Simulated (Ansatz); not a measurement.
Sn:

```
Sn
1.0
    -2.94014    2.94014    1.59930
     2.94014   -2.94014    1.59930
     2.94014    2.94014   -1.59930
Sn
2
Direct
  0.00000 0.00000 0.00000
  0.75000 0.25000 0.50000
```

```yaml
Program: Ansatz 0.2.0
Task: relaxation of cell and atoms
Functional: BLYP
Potentials_or_basis: Ansatz PAW
Cutoff: "420 eV (not typed: the program's choice for these potentials)"
k_mesh: 9 × 9 × 9
Occupations: fermi-dirac, width 0.05 eV
Spin: no spin polarisation
```

At the start: volume 27.65 Å³/atom.

Q: How do energy, volume and symmetry change on relaxing?

A: It ends after 5 steps and the volume is 31.19 Å³/atom (+12.8 %); space group I4_1/amd (No. 141, to 0.05 Å).

Step by step:
```tsv
step	energy change (eV)	largest force (eV/Å)	volume (Å³)
1	0.0000	0.0000	55.30
2	-0.1084	0.0000	63.42
3	-0.1103	0.0000	62.59
4	-0.1105	0.0000	62.37
5	-0.1114	0.0000	62.37
```

Final structure:
```
Sn
1.0
    -3.06623    3.06623    1.65858
     3.06623   -3.06623    1.65858
     3.06623    3.06623   -1.65858
Sn
2
Direct
  0.00000 0.00000 0.00000
  0.75000 0.25000 0.50000
```

Caveat: the plane-wave basis is chosen anew once the cell has moved, so the energies of steps on either side of that aren't comparable; the PAW data sets come from PBE, with cores solved anew for the run's functional, which leaves a small shift of forces and pressure.
